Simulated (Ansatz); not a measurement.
## Li(100) with 4 layers of random Li-Ag, 2x2: scattering by chemical disorder

Aim: the residual resistivity of a random alloy, from Li(100) with 4 layers of random Li-Ag, 2x2 and longer regions.

Calculated with Ansatz 0.2.0; Ansatz plane-wave DFT, PBE, PAW files; ballistic transport by layer matching (Landauer), zero bias; PAW set soft_1.

Most raw output is cut from this account.

## Step 1: Set-up

The cell holds 56 atoms: 52 Li and 4 Ag. Cell: a = 7.020 Å, b = 7.020 Å, c = 24.570 Å, α = 90.0°, β = 90.0°, γ = 90.0°. It derives from Li. Regions: lead, 40 atoms (40 Li); scattering region, 16 atoms (4 Ag and 12 Li). The structure is stacked along c, and the current runs across the ab planes.

## Step 2: With 4 alloy layers

In 4 layers a share of 0.25 of the sites is given to Ag at random. The layers about the cell's end stay perfect and serve as the lead. Disorder leaves little or no symmetry, which makes such runs dear. Energies from -0.05 to 0.05 eV in steps of 0.05 eV are too few for the program's thermal sum, so it prints no conductance; for a metal the transmission near the Fermi level serves, at a fraction of the cost.

File input.yaml:

```yaml
crystal:
  lattice:
    - [7.02, 0.0, 0.0]
    - [0.0, 7.02, 0.0]
    - [0.0, 0.0, 24.57]
  atoms:
    - { symbol: Li, position: [0.0, 0.0, 0.0357142857] }
    - { symbol: Li, position: [0.0, 0.5, 0.0357142857] }
    - { symbol: Li, position: [0.5, 0.0, 0.0357142857] }
    - { symbol: Li, position: [0.5, 0.5, 0.0357142857] }
    - { symbol: Li, position: [0.25, 0.25, 0.1071428571] }
    - { symbol: Li, position: [0.25, 0.75, 0.1071428571] }
    - { symbol: Li, position: [0.75, 0.25, 0.1071428571] }
    - { symbol: Li, position: [0.75, 0.75, 0.1071428571] }
[... 44 atom lines left out ...]
    - { symbol: Li, position: [0.25, 0.25, 0.9642857143] }
    - { symbol: Li, position: [0.25, 0.75, 0.9642857143] }
    - { symbol: Li, position: [0.75, 0.25, 0.9642857143] }
    - { symbol: Li, position: [0.75, 0.75, 0.9642857143] }
kpoints:
  mp_grid: { grid: [3, 3, 1] }
hamiltonian:
  xc: pbe
  pseudopotentials: { kind: paw, azcp: { folder: soft_1 } }
scf:
  occupations: { method: fermi_dirac, width: 0.1 }
output:
  transmission: { leads: [[0, 4]], kmesh: [6, 6], e_range: [-0.05, 0.05], de: 0.05 }
  write_potential: true
  write_density: true
  volumetric_format: npy
```

The run is started by

```
ansatz run input.yaml --threads 4 --pin off --max-ram 15360MiB --backend cpu --events-out ev --progress --plain --runs-dir out
```

Elapsed: 3.1 min, on 4 threads of Intel Xeon 6975P-C (Granite Rapids), shared host; peak memory 3.5 GiB; 10 min of CPU time.

This step gave:

```
free energy                                    : -41007.9657 eV
energy at zero smearing                        : -41007.5541 eV
Fermi energy                                   : 1.621 eV
cell area                                      : 49.28 Å²
transmission per spin nearest the Fermi level  : 3.772
open channels per spin nearest the Fermi level : 4.639
step of the lead's potential                   : 5.4 meV
```

Per spin. Transmission, zone mean against energy, zero at the Fermi level:

| energy (eV) | transmission, zone mean |
| --- | --- |
| -0.0500 | 3.87 |
| 0.0000 | 3.77 |
| 0.0500 | 4.14 |

Per spin. Table of open channels, zone mean, lead by energy, zero at the Fermi level:

| energy (eV) | open channels, zone mean, lead |
| --- | --- |
| -0.0500 | 4.69 |
| 0.0000 | 4.64 |
| 0.0500 | 4.92 |

Transmission over k1 and k2. At 0.0000 eV from the Fermi level.

Ten even steps from '0' (1.94) to '9' (5.12):
```
554955
546585
095859
558564
555945
055055
```
Columns: k1 (b1) from -0.5 to 0.333; rows upwards: k2 (b2) from -0.5 to 0.333.

Open channels over k1 and k2. At 0.0000 eV from the Fermi level.

Values, 6 rows by 6 columns:
```
4.00 4.00 5.00 6.00 5.00 4.00
4.00 5.00 6.00 5.00 6.00 5.00
2.00 6.00 5.00 5.00 5.00 6.00
4.00 5.00 6.00 5.00 6.00 5.00
4.00 4.00 5.00 6.00 5.00 4.00
2.00 4.00 4.00 2.00 4.00 4.00
```
Columns: k1 (b1) from -0.5 to 0.333; rows upwards: k2 (b2) from -0.5 to 0.333.

Over the solved energies the transmission per spin lies between 3.77 and 4.14, out of 4.75 channels of the lead on average (up to 4.92).

## Step 3: With 8 alloy layers

In 8 layers a share of 0.25 of the sites is given to Ag at random. A fresh draw is used; the growth of the resistance with length is what counts.

System of this step: Li(100) with 8 layers of random Li-Ag, 2x2. The cell holds 72 atoms: 64 Li and 8 Ag. Cell: a = 7.020 Å, b = 7.020 Å, c = 31.590 Å, α = 90.0°, β = 90.0°, γ = 90.0°. It derives from Li. Regions: lead, 40 atoms (40 Li); scattering region, 32 atoms (24 Li and 8 Ag). The structure is stacked along c, and the current runs across the ab planes.

File input.yaml:

```yaml
crystal:
  lattice:
    - [7.02, 0.0, 0.0]
    - [0.0, 7.02, 0.0]
    - [0.0, 0.0, 31.59]
  atoms:
    - { symbol: Li, position: [0.0, 0.0, 0.0277777778] }
    - { symbol: Li, position: [0.0, 0.5, 0.0277777778] }
    - { symbol: Li, position: [0.5, 0.0, 0.0277777778] }
    - { symbol: Li, position: [0.5, 0.5, 0.0277777778] }
    - { symbol: Li, position: [0.25, 0.25, 0.0833333333] }
    - { symbol: Li, position: [0.25, 0.75, 0.0833333333] }
    - { symbol: Li, position: [0.75, 0.25, 0.0833333333] }
    - { symbol: Li, position: [0.75, 0.75, 0.0833333333] }
[... 60 atom lines left out ...]
    - { symbol: Li, position: [0.25, 0.25, 0.9722222222] }
    - { symbol: Li, position: [0.25, 0.75, 0.9722222222] }
    - { symbol: Li, position: [0.75, 0.25, 0.9722222222] }
    - { symbol: Li, position: [0.75, 0.75, 0.9722222222] }
kpoints:
  mp_grid: { grid: [3, 3, 1] }
hamiltonian:
  xc: pbe
  pseudopotentials: { kind: paw, azcp: { folder: soft_1 } }
scf:
  occupations: { method: fermi_dirac, width: 0.1 }
output:
  transmission: { leads: [[0, 4]], kmesh: [6, 6], e_range: [-0.05, 0.05], de: 0.05 }
  write_potential: true
  write_density: true
  volumetric_format: npy
```

It took 6.3 min on 4 threads; peak memory 6.7 GiB; 20 min of CPU time.

This step gave:

```yaml
free_energy: -73827.4446 eV
energy_at_zero_smearing: -73826.9502 eV
fermi_energy: 2.074 eV
transmission_per_spin_nearest_the_fermi_level: 3.412
open_channels_per_spin_nearest_the_fermi_level: 4.917
step_of_the_lead_s_potential: 4.8 meV
```

Per spin. Table of transmission, zone mean by energy, zero at the Fermi level:

```csv
energy (eV),"transmission, zone mean"
-0.0500,3.32
0.0000,3.41
0.0500,3.55
```

Over the solved energies the transmission per spin lies between 3.32 and 3.55, out of 4.84 channels of the lead on average (up to 4.92).

## Step 4: With 12 alloy layers

In 12 layers a share of 0.25 of the sites is given to Ag at random. A fresh draw is used; the growth of the resistance with length is what counts.

System of this step: Li(100) with 12 layers of random Li-Ag, 2x2. The cell holds 88 atoms: 76 Li and 12 Ag. Its edges and angles: a = 7.020 Å, b = 7.020 Å, c = 38.610 Å, α = 90.0°, β = 90.0°, γ = 90.0°. It derives from Li. Regions: lead, 40 atoms (40 Li); scattering region, 48 atoms (36 Li and 12 Ag). The structure is stacked along c, and the current runs across the ab planes.

File input.yaml:

```yaml
crystal:
  lattice:
    - [7.02, 0.0, 0.0]
    - [0.0, 7.02, 0.0]
    - [0.0, 0.0, 38.61]
  atoms:
    - { symbol: Li, position: [0.0, 0.0, 0.0227272727] }
    - { symbol: Li, position: [0.0, 0.5, 0.0227272727] }
    - { symbol: Li, position: [0.5, 0.0, 0.0227272727] }
    - { symbol: Li, position: [0.5, 0.5, 0.0227272727] }
    - { symbol: Li, position: [0.25, 0.25, 0.0681818182] }
    - { symbol: Li, position: [0.25, 0.75, 0.0681818182] }
    - { symbol: Li, position: [0.75, 0.25, 0.0681818182] }
    - { symbol: Li, position: [0.75, 0.75, 0.0681818182] }
[... 76 atom lines left out ...]
    - { symbol: Li, position: [0.25, 0.25, 0.9772727273] }
    - { symbol: Li, position: [0.25, 0.75, 0.9772727273] }
    - { symbol: Li, position: [0.75, 0.25, 0.9772727273] }
    - { symbol: Li, position: [0.75, 0.75, 0.9772727273] }
kpoints:
  mp_grid: { grid: [3, 3, 1] }
hamiltonian:
  xc: pbe
  pseudopotentials: { kind: paw, azcp: { folder: soft_1 } }
scf:
  occupations: { method: fermi_dirac, width: 0.1 }
output:
  transmission: { leads: [[0, 4]], kmesh: [6, 6], e_range: [-0.05, 0.05], de: 0.05 }
  write_potential: true
  write_density: true
  volumetric_format: npy
```

It took 8.1 min on 4 threads; peak memory 10 GiB; 27 min of CPU time.

This step gave:

```
free energy                                   : -106646.6264 eV
energy at zero smearing                       : -106646.0456 eV
Fermi energy                                  : 2.366 eV
transmission per spin nearest the Fermi level : 3.274
step of the lead's potential                  : 4.4 meV
```

Per spin. Transmission, zone mean against energy, zero at the Fermi level:

```
energy (eV)  transmission, zone mean
    -0.0500                     3.19
     0.0000                     3.27
     0.0500                     3.45
```

Over the solved energies the transmission per spin lies between 3.19 and 3.45, out of 4.84 channels of the lead on average (up to 4.92).

## Step 5: Resistance against length

This step: Ansatz plane-wave DFT, PBE, PAW files; ballistic transport by layer matching (Landauer), zero bias; residual resistivity from the slope of the area resistance, atoms on the host's lattice; PAW set soft_1 (Ansatz 0.2.0).

Numbers from this step:

```yaml
resistivity: 23.60 µΩ cm
intercept: 0.1471 fΩ m²
scatter_about_the_fit: 0.04545 fΩ m²
```

Resistance, by row:

```
run  length (Å)      T  channels N  RA (fΩ m²)
 n4        7.02  3.927        4.75      0.2806
 n8       14.04  3.427       4.843      0.5427
n12       21.06  3.303       4.843      0.6119
```

Area resistance against length of the alloy:

```csv
length of the alloy (Å),area resistance (fΩ m²)
7.02,0.281
14.04,0.543
21.06,0.612
```

The area resistance goes from 0.28 to 0.61 fΩ m² between 7.0 and 21.1 Å, a slope of 24 µΩ cm.

By hand from the end points: (0.6119 − 0.2806) fΩ m² / (21.06 − 7.02) Å = 24 µΩ cm, since 1 fΩ m² per Å is 1000 µΩ cm.

## Step 6: What came out

```json
{
  "resistivity from the slope": "23.6 µΩ cm",
  "area resistance over 7.02 Å": "0.281 fΩ m²",
  "area resistance over 14.0 Å": "0.543 fΩ m²",
  "area resistance over 21.1 Å": "0.612 fΩ m²"
}
```

In words: The slope gives 24 µΩ cm. The points scatter by 0.045 fΩ m² about the line, with one random draw a length in a 2x2 cell, so the slope is a rough value. The lead's own channel count moves between the runs (4.75, 4.84 and 4.84), which shifts RA and the slope too. Read with a model of isotropic scattering on a spherical Fermi surface and the lead's 0.75×10¹⁵ S/m², this slope means a mean free path near 46 Å; over these lengths the model's slope is 1.09 times its bulk resistivity, which would be 22 µΩ cm. The atoms sit on the host's lattice, so scattering by size misfit is left out.

[Logs are printed without paths, hosts, clocks, repeated set-up lines and the standing remarks that a program may print on its own settings, such as how far it seeks lower states.]

[Hosts, paths, dates, database ids (printed as entryN), source tags and the programs' standing remarks are cut or masked in the printed files.]
